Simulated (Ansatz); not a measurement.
Ta (Fm-3m); total moment held at 0.5 μB.

```
Ta
1.0
     0.00000    2.11000    2.11000
     2.11000    0.00000    2.11000
     2.11000    2.11000    0.00000
Ta
1
Cartesian
  0.0000 0.0000 0.0000
```

The geometry is a structure as deposited in COD, held fixed and not relaxed.

Functional, mesh and filling: PBE, 13×13×13 k mesh, Fermi–Dirac smearing of 0.03 eV. LAPW is all-electron LAPW in Ansatz 0.2.0. Site moments are integrated in spheres about the atoms. Start moments (μB): Ta 0.5.

The self-consistent cycle went as follows.

```
iteration  Harris–Foulkes energy less the last (meV)  density residual (eV)  M (μB)  ∫|m| (μB)
        1                                   -150.939                7.9e-02  0.5000     0.5014
        2                                    -36.951                4.4e-02  0.5000     0.5012
        3                                     -2.025                1.4e-02  0.5000     0.5010
        4                                      0.658                5.1e-03  0.5000     0.5009
        5                                      0.066                4.6e-04  0.5000     0.5009
        6                                      0.000                2.5e-05  0.5000     0.5009
        7                                      0.000                2.3e-06  0.5000     0.5009
        8                                      0.000                8.9e-08  0.5000     0.5009
        9                                      0.000                7.3e-09  0.5000     0.5009
```

Site moments (μB): Ta 0.41. Cell moment 0.50 μB.

The Ansatz runs typed with the search for lower states off end where their start leads. Spin–orbit coupling is left out although heavy atoms are present. These are results for the start and cell typed. The real compound can order otherwise, in a larger cell, or not at all, since semilocal functionals at zero temperature often overstate magnetism.
